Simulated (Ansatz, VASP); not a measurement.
Al: VASP beside Ansatz

Contents of INCAR:

```
SYSTEM = Al
ALGO = Normal ; EDIFF = 1E-7
EDIFFG = -0.02 ; ENCUT = 600
GGA = RP ; IBRION = 2
ISIF = 3 ; ISMEAR = -1
LASPH = .TRUE. ; LCHARG = .FALSE.
LREAL = .FALSE. ; LWAVE = .FALSE.
NELM = 60 ; NSW = 40
PREC = Accurate ; SIGMA = 0.05
```

The input KPOINTS:

```
k-points
0
G
  11 11 11
  0 0 0
```

File POSCAR:

```
Al
1.0
    0.0000000000      2.0248050000      2.0248050000
    2.0248050000      0.0000000000      2.0248050000
    2.0248050000      2.0248050000      0.0000000000
Al
1
Direct
    0.0000000000      0.0000000000      0.0000000000
```

The input input.yaml:

```yaml
crystal:
  lattice:
    - [0.0, 2.024805, 2.024805]
    - [2.024805, 0.0, 2.024805]
    - [2.024805, 2.024805, 0.0]
  atoms:
    - { symbol: Al, position: [0.0, 0.0, 0.0] }
hamiltonian:
  xc: rpbe
  pseudopotentials: { kind: paw }
kpoints:
  mp_grid: { grid: [11, 11, 11] }
scf:
  occupations: { method: fermi_dirac, width: 0.05 }
output:
  forces: true
  stress: true
relax:
  f_tol: 0.01
  max_steps: 40
  cell: { stress_tol: 0.05 }
```

Alike in both runs: task relaxation of cell and atoms; functional RPBE; k mesh 11 × 11 × 11; occupations fermi-dirac, width 0.05 eV; no spin polarisation.

|  | VASP | Ansatz |
| --- | --- | --- |
| version | VASP 6.6.1 | Ansatz 0.2.0 |
| potentials or method | VASP PAW PBE potentials, release 64 (Al) | Ansatz PAW |
| plane-wave cutoff (eV) | 600 | 420 |
| valence electrons in the cell | 3 | 3 |

VASP gave:

- relaxed volume (Å³/atom): 16.81
- relaxed cell length with the largest relative difference (Å): 2.876

Problem. Estimate Ansatz's values.

Solution. Relaxed volume (Å³/atom): 16.82; relaxed cell length with the largest relative difference (Å): 2.876.

Caveats: the PAW data sets were made with another functional, which shifts forces and pressure a little (VASP); the plane-wave basis is chosen anew once the cell has moved, so the energies of steps on either side of that aren't comparable (Ansatz); the PAW data sets come from PBE, with cores solved anew for the run's functional, which leaves a small shift of forces and pressure (Ansatz). Zero-point motion and thermal expansion aren't in these numbers.
